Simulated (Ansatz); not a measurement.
**ZrN under compression and expansion**

```
CELL_PARAMETERS angstrom
0.00000 2.28423 2.28423
2.28423 0.00000 2.28423
2.28423 2.28423 0.00000
ATOMIC_POSITIONS crystal
Zr 0.00000 0.00000 0.00000
N 0.50000 0.50000 0.50000
```

The conventional cell has a = 4.568 Å, b = 4.568 Å, c = 4.568 Å, α = 90.00°, β = 90.00°, γ = 90.00°. Zr (atom 1) is surrounded by 6 N at 2.28 Å. N (atom 2) is surrounded by 6 Zr at 2.28 Å.

The cell is COD entry 4303945, as deposited and not checked against the literature; nothing was relaxed.

Spin polarisation is left out, and whether a magnetic state lies lower isn't shown here.

All numbers are computed: DFT, PBE, all-electron LAPW, scalar-relativistic (Ansatz 0.2.0); DFT, PBE, PAW with Ansatz's default frozen-core files, scalar-relativistic (Ansatz 0.2.0).

For LAPW: a Γ-centred 9×9×9 k mesh, Fermi–Dirac smearing of 0.01 eV, basis error target 0.25 meV/atom, no spin polarisation. PAW takes a cutoff of 420 eV at this cell. The Ansatz runs share mesh, smearing and spin set-up. Plane-wave (PAW) pressures include the program's estimate of the Pulay term.

The cell above is scaled evenly, with fractional coordinates and shape held.

```json
{"V/V(cell)": "0.9400", "V (Å³/atom)": "11.203", "P, LAPW (GPa)": "23.39", "P, PAW (GPa)": "23.36"}
{"V/V(cell)": "0.9405", "V (Å³/atom)": "11.209", "P, LAPW (GPa)": "23.21", "P, PAW (GPa)": "23.18"}
{"V/V(cell)": "0.9600", "V (Å³/atom)": "11.442", "P, LAPW (GPa)": "16.42", "P, PAW (GPa)": "16.38"}
{"V/V(cell)": "0.9700", "V (Å³/atom)": "11.561", "P, LAPW (GPa)": "13.20", "P, PAW (GPa)": "13.16"}
{"V/V(cell)": "0.9800", "V (Å³/atom)": "11.680", "P, LAPW (GPa)": "10.14", "P, PAW (GPa)": "10.10"}
{"V/V(cell)": "0.9900", "V (Å³/atom)": "11.799", "P, LAPW (GPa)": "7.24", "P, PAW (GPa)": "7.20"}
{"V/V(cell)": "1.0000", "V (Å³/atom)": "11.918", "P, LAPW (GPa)": "4.48", "P, PAW (GPa)": "4.44"}
{"V/V(cell)": "1.0100", "V (Å³/atom)": "12.038", "P, LAPW (GPa)": "1.87", "P, PAW (GPa)": "1.83"}
{"V/V(cell)": "1.0200", "V (Å³/atom)": "12.157", "P, LAPW (GPa)": "-0.61", "P, PAW (GPa)": "-0.66"}
{"V/V(cell)": "1.0300", "V (Å³/atom)": "12.276", "P, LAPW (GPa)": "?", "P, PAW (GPa)": "?"}
{"V/V(cell)": "1.0400", "V (Å³/atom)": "12.395", "P, LAPW (GPa)": "-5.20", "P, PAW (GPa)": "-5.25"}
{"V/V(cell)": "1.0600", "V (Å³/atom)": "12.634", "P, LAPW (GPa)": "-9.33", "P, PAW (GPa)": "-9.38"}
```

Question: Fill in the row V/V(cell) = 1.0300.

Answer: P, LAPW (GPa) = -2.96, P, PAW (GPa) = -3.01.

Question: What do Birch–Murnaghan fits to the pressures give?

Answer: LAPW: V0 = 12.13 Å³/atom, B0 = 249 GPa, B0′ = 4.3; PAW: V0 = 12.12 Å³/atom, B0 = 249 GPa, B0′ = 4.3.

PAW's V0 lies -0.02 % from the all-electron value and its B0 0.2 %. Symmetry fixes shape and coordinates here, so this is the relaxed modulus.
